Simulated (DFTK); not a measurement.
**NaH under changes of volume**

One of the cells (14.527 Å³/atom); the others are scaled copies at fixed shape and fractional positions:

```xyz
2
Lattice="0.0000 2.4400 2.4400 2.4400 0.0000 2.4400 2.4400 2.4400 0.0000" Properties=species:S:1:pos:R:3 pbc="T T T"
Na    0.0000    0.0000    0.0000
H     2.4400    2.4400    2.4400
```

- Program: DFTK 0.8.2
- Functional: PBEsol
- Potentials or basis: dojo.nc.sr.pbesol.v0_4_1.standard.upf (PBEsol)
- Cutoff: 1197 eV
- k mesh: 9 × 9 × 9
- Occupations: fermi-dirac, width 0.05 eV
- Spin: no spin polarisation

```csv
volume (Å³/atom),energy over the lowest point (meV/atom),pressure (GPa),gap on the mesh (eV)
13.655,0.00,0.2,3.93
13.946,0.09,-0.3,3.90
14.236,?,?,?
14.527,2.78,-1.2,3.83
14.817,5.22,-1.5,3.79
15.108,8.31,-1.9,3.76
15.398,11.98,-2.2,3.73
```

Q: What does the run at 14.236 Å³/atom give?

A: Energy over the lowest point 1.04 meV/atom; pressure -0.8 GPa; gap on the mesh 3.86 eV.

Worked out: A Birch-Murnaghan fit of order 3 (a polynomial in V^(-2/3)) to the other rows has its minimum at 13.77 Å³/atom with B0 = V·E''(V) = 24 GPa and B' = 3.6. It gives 1.04 meV/atom at 14.236 Å³/atom, against the run's 1.04, and -dE/dV = -0.7 GPa, against -0.8. A straight line through the other rows of the gap, of slope -1.7 eV per unit of ln V, gives 3.86 eV, against the run's 3.86.

Energies are extrapolated to zero smearing.

Caveats: an odd mesh through Γ misses points on the zone boundary, where band edges often lie.
